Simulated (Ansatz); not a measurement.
# Bi, a known structure type with other elements, at an estimated volume

```
CELL_PARAMETERS angstrom
0.00000 2.51465 2.51465
2.51465 0.00000 2.51465
2.51465 2.51465 0.00000
ATOMIC_POSITIONS crystal
Bi 0.00000 0.00000 0.00000
```

Single point in Ansatz 0.2.0 with PBEsol, spin-orbit coupling. Cutoff 420 eV, PAW datasets, 12×12×12 Γ-centred k mesh, fermi-dirac filling (width 0.0143 eV).

The state carries no moments; the state need not be the lowest.

**Stress.** The pressure is -1.2 GPa (compression positive), so with the atoms held at these fractions the cell would first shrink.
**At the Fermi level.** It is a metal, with about 0.7 states/eV a cell as the mean within 0.25 eV of the Fermi level, mostly Bi p (93 %).

Origin: a known structure type with other elements, at an estimated volume, so it need not be a known compound. Caveats: started without moments under time reversal, so no moment could form.
